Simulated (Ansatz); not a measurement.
The cell comes from COD entry 9013009, which wasn't checked; take it as a given geometry.

An input for Sb: DFT, PBE, all-electron LAPW, scalar-relativistic (Ansatz 0.2.0).

Command: `ansatz run input.yaml --threads 1 --pin off --max-ram 3072MiB --backend cpu --events-out ev --progress --plain --runs-dir out` The run took 5.1 s on 1 thread of Intel(R) Xeon(R) 6975P-C (Granite Rapids) (shared host), peak memory 0.3 GiB.

```yaml
crystal:
  lattice:
    - [0.0, 2.305, 2.305]
    - [2.305, 0.0, 2.305]
    - [2.305, 2.305, 0.0]
  atoms:
    - { symbol: Sb, position: [0.0, 0.0, 0.0] }
kpoints:
  mp_grid: { grid: [12, 12, 12] }
  band_path:
    path:
      - [0.0, 0.0, 0.0]
      - [0.5, 0.0, 0.5]
      - [0.625, 0.25, 0.625]
      - [0.375, 0.375, 0.75]
      - [0.0, 0.0, 0.0]
      - [0.5, 0.5, 0.5]
      - [0.5, 0.25, 0.75]
      - [0.5, 0.0, 0.5]
    npoints: 14
scf:
  occupations: { method: fermi_dirac, width: 0.05 }
hamiltonian:
  xc: pbe
  pseudopotentials: { kind: all_electron, lapw: { basis_error: 0.001 } }
output:
  forces: true
  stress: true
  eigenvalues: true
  fatbands: true
  populations: true
  dos: { projected: true, de: 0.2, e_range: [-14, 8] }
```

Set-up and iterations as logged by Ansatz (the results part is left out, to be predicted):

```
Sb: projections on atomic orbitals take those of the free atom 1s2 2s2 2p6 3s2 3p6 3d10 4s2 4p6 4d10 5s2 5p3, of charge +0.00 (hamiltonian.pseudopotentials.projection_atoms)
LAPW: plane waves up to 6.660 Å⁻¹, error target 1.0e-3 eV per atom; small_component_spin mean_spin; Sb in spheres of 1.630 Å, 23 of its electrons in bands, Dirac shells []
Engine: ansatz 0.2.0
Pseudopotentials: kind: all_electron
Pseudopotential: Sb, LAPW, valence charge 23, Koelling and Harmon's equation, gaussian nucleus
Functional definition: PBE
  parameter kappa = 0.804
  parameter beta = 0.06672455060314922
  exchange = pbe_x(kappa = kappa, mu = beta*pi^2/3)
  correlation = pbe_c(beta = beta)
Crystal: 1 atoms, lattice volume = 24.493 Å³
Basis set: ecut = 168.98771914443336 eV, 113 PW (Γ), exchange–correlation at level 2
Bands: 16, of which v1, the nominal top of the filled ones, is band 12 counted from 1 (11 counted from 0)
Symmetry: 48 space group operations
Space group: Fm-3m (ITA 225), of the structure as read, at distance tolerance 2.9e-5 Å
k-points: 72 of 1728
Non-local potential: Sb, projectors of the file, none
Initial density: superposition of atomic densities (chi_scale 0.1, normalization cell)
Initial wavefunctions: plane waves of lowest kinetic energy (no species holds an atomic orbital)
Functional: x = pbe(κ = 0.804, μ = 0.2195149727645171), c = pbe(β = 0.06672455060314922)
iter 1 solved again at ethr=1.21e-5 eV; its pass at ethr=1.00e-1 eV (dr2=2.79e-3 eV) is discarded
SCF iter   1: F=—  HF=-176367.803621 eV  |F-HF|=—  |Δ(HF+E_count)|=         —  Δρ=4.37e-3  dr2=2.84e-3  ethr=1.21e-5  ⟨swp⟩=4.0  Hψ=8492  notcnv=0
SCF iter   2: F=—  HF=-176367.796548 eV  |F-HF|=—  |Δ(HF+E_count)|=   7.07e-3  Δρ=2.65e-3  dr2=1.30e-3  ethr=1.21e-5  ⟨swp⟩=2.0  Hψ=3222  notcnv=0
SCF iter   3: F=—  HF=-176367.796052 eV  |F-HF|=—  |Δ(HF+E_count)|=   4.96e-4  Δρ=8.25e-4  dr2=1.41e-4  ethr=5.67e-6  ⟨swp⟩=2.0  Hψ=3221  notcnv=0
iter 4 solved again at ethr=3.47e-8 eV; its pass at ethr=6.12e-7 eV (dr2=7.98e-6 eV) is discarded
SCF iter   4: F=—  HF=-176367.796043 eV  |F-HF|=—  |Δ(HF+E_count)|=   9.34e-6  Δρ=1.82e-4  dr2=7.97e-6  ethr=3.47e-8  ⟨swp⟩=2.0  Hψ=5492  notcnv=0
SCF iter   5: F=-176367.796046 eV  HF=-176367.796046 eV  |F-HF|=2.78e-8  |Δ(HF+E_count)|=   3.15e-6  Δρ=9.60e-6  dr2=1.87e-8  ethr=3.46e-8  ⟨swp⟩=2.0  Hψ=3221  notcnv=0
```

What pressure will this run report?

8.71 GPa (positive in compression).

Is there a band gap?

none: with an odd electron count and no spin polarisation the bands can't all be full, a metal in this set-up (spin order or a larger cell could open a gap).
